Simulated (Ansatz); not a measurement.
**What moves the field gradients of VBiO₄?**

Cell of run 1: an entry of the Crystallography Open Database (COD), atoms as given.

Space group I4_1/amd:1 (No. 141); a = 7.3030, c = 6.5840 Å.

```csv
site,Wyckoff,site symmetry,x,y,z
V,4b,-4m2,0.0000,0.0000,0.5000
Bi,4a,-4m2,0.0000,0.5000,0.2500
O,16h,.m.,0.5000,0.3220,0.8330
```

One atom of each set is listed; the run and its k-mesh use a cell of 12 atoms with edges of 6.12, 6.12, 6.12 Å.

Relaxed positions (PBE, cell held):

V (0.0000, 0.0000, 0.5000)
Bi (0.0000, 0.5000, 0.2500)
O (0.5000, 0.3183, 0.8325)

All runs are DFT with Ansatz 0.2.0 (plane waves and PAW, scalar-relativistic unless spin–orbit coupling is named, Γ-centred meshes, Fermi–Dirac smearing where given) in this cell.

Run 1: PBE, atoms as given; 420 eV, 4×4×4 k-points, smearing 0.02 eV.
Run 2: PBE, atoms relaxed; 420 eV, 4×4×4 k-points, smearing 0.02 eV.
Run 3: r2SCAN, at the relaxed atoms; 500 eV, 4×4×4 k-points, smearing 0.02 eV.
Run 4: PBE with spin–orbit coupling, at the relaxed atoms; 420 eV, 4×4×4 k-points, smearing 0.02 eV.

```csv
run,V V_zz (η),Bi V_zz (η),O V_zz (η)
1,-3.83 (0.00),12.17 (0.00),-3.27 (0.51)
```

The results of the other runs, out of order. V_zz in 10²¹ V/m².

| result | V V_zz (η) | Bi V_zz (η) | O V_zz (η) |
| --- | --- | --- | --- |
| A | -3.05 (0.00) | 14.30 (0.00) | -3.61 (0.58) |
| B | -3.35 (0.00) | 13.32 (0.00) | -3.44 (0.71) |
| C | -3.16 (0.00) | 13.85 (0.00) | -3.45 (0.59) |

**Question.** Which result belongs to which run?

**Answer.** A is run 4, B is run 3, C is run 2. Taken one at a time, the positions of the atoms (as given or relaxed) move the tensors on these sites by up to 1.68 (largest principal value of the change, on Bi), the functional (r2SCAN with its higher cutoff) by 0.54 (Bi), spin–orbit coupling by 0.45 (Bi).

In runs 1, 3 the atoms aren't at the calculated equilibrium (largest force 1.1, 0.26 eV/Å).
